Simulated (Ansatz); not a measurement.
Al2Cu: energy along a strain

Al2Cu, Fm-3m, a = 5.783 Å. The structure is a Materials Project entry; whether it is the stable form wasn't checked. Ansatz: PBE, PAW, 420 eV, Γ-centred 16×16×16 mesh on 3 atoms, Gaussian smearing 0.15 eV; no spin polarisation. Cell vectors (Å): -2.045 2.045 2.891; 2.045 -2.045 2.891; 2.045 2.045 -2.891. The cell is strained by x per cent times the pattern (0 1 0 0 0 0) in the order xx yy zz yz xz xy (engineering shears), with fractional coordinates held. y is the free energy over the start, V0 = 16.116 Å³/atom. Points with a strain past 8.5 % were computed too (3) and aren't used here.

| x (%) | y (meV/atom) |
| --- | --- |
| -7.50 | 62.94 |
| -5.00 | 27.00 |
| -2.50 | ? |
| 0.00 | 0.00 |
| 2.50 | 5.75 |
| 5.00 | 21.97 |
| 7.50 | 46.56 |

Q: Fit y = c2 x² + c3 x³ to the other rows, get the stiffness along the pattern, and predict the missing energy.

A: Least squares on the rows shown. y = 0.97431 x² − 0.019472 x³. The clamped-ion stiffness p·C·p = 2 × 9.743 eV × 160.2 / 16.116 Å³ = 194 GPa, which is C22 in these axes. At x = -2.50 the fit asked for gives 6.39 meV/atom. The run gave 6.49 meV/atom, so the fit is 0.10 meV/atom too low, within the rms miss on the fitted rows (0.10 meV/atom).

Cost: 10 runs of about 3.7 core-minutes in all, on Intel Xeon Platinum 8259CL (Skylake/Cascade Lake) (shared hosts).